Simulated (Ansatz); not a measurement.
Crystal: AgCl.

```
Ag Cl
1.0
     3.43397    0.00000    0.00000
     0.00000    3.43397    0.00000
     0.00000    0.00000    3.43397
Ag Cl
1 1
Direct
  0.00000 0.00000 0.00000
  0.50000 0.50000 0.50000
```

Measurements of this composition are mostly on another form, of space group No. 225.

* Program: Ansatz 0.2.0
* Task: relaxation of cell and atoms
* Functional: revPBE
* Potentials or basis: all-electron LAPW, scalar-relativistic
* Basis error allowed: 0.001 eV/atom
* k mesh: 8 × 8 × 8
* Occupations: tetrahedron
* Spin: no spin polarisation

At the start: volume 20.25 Å³/atom.

Question: Where does the relaxation end?

Answer: Over 4 steps the energy falls by 7.5 meV/atom and the volume is 21.35 Å³/atom (+5.4 %); space group Pm-3m (No. 221, to 0.05 Å).

Step by step:
| step | energy change (eV) | largest force (eV/Å) | volume (Å³) |
| --- | --- | --- | --- |
| 1 | 0.0000 | 0.0000 | 40.49 |
| 2 | -0.0149 | 0.0000 | 42.54 |
| 3 | -0.0149 | 0.0000 | 42.70 |
| 4 | -0.0149 | 0.0000 | 42.70 |

Final structure:
```
Ag Cl
1.0
     3.49518    0.00000    0.00000
     0.00000    3.49518    0.00000
     0.00000    0.00000    3.49518
Ag Cl
1 1
Direct
  0.00000 0.00000 0.00000
  0.50000 0.50000 0.50000
```

Caveat: with tetrahedron occupations forces and stress needn't match the slope of the energy.
